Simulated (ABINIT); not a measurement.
Runs of ABINIT 10.8.3 (patched build) on Ta. It takes space group P6_3/mmc (No. 194, hexagonal). The conventional cell has a = 2.900 Å, b = 2.900 Å, c = 5.166 Å, α = 90.00°, β = 90.00°, γ = 120.00°. Ta (site symmetry -6m2) has 12 Ta at 2.90 to 3.08 Å as nearest neighbours. This isn't the form of Ta at room conditions, which is bcc.

| task | level | potentials or basis | cell | cell freedom (optcell) | cutoff smearing ecutsm (Ha) | optimiser (ionmov) | force stop (Ha/bohr) | gap on the mesh (eV) | pressure (GPa) | relaxed volume (Å³/atom) |
| --- | --- | --- | --- | --- | --- | --- | --- | --- | --- | --- |
| relaxation of cell and atoms | LDA | JTH PAW LDA v2.0 | relaxed | 2 | 0.5 | 22 | 0.0001 | none | 0.0 | 17.67 |
| relaxation of cell and atoms | PBEsol | JTH PAW PBE v2.0 | relaxed | 2 | 0.5 | 22 | 0.0001 | none | 0.0 | (a) |
| single point | PBE | JTH PAW PBE v2.0 | as given | - | - | - | - | none | -1.2 | - |
| single point | PBE | JTH PAW PBE v2.0 | atoms moved at random, drawn with an rms of 0.05 Å | - | - | - | - | none | -0.6 | - |

Alike in all rows: no spin polarisation; k mesh 11 × 11 × 5; cutoff (eV) 517; smearing fermi-dirac 0.05 eV.

Question: Estimate the missing entries.

Answer: (a) 18.13.

Caveats: the PAW data sets were made with another functional, which shifts forces and pressure a little (some runs).

A k mesh can miss the band edges, and the runs leave out spin-orbit coupling on Ta.

A gap of «none» marks a metal or a gap under the smearing width.
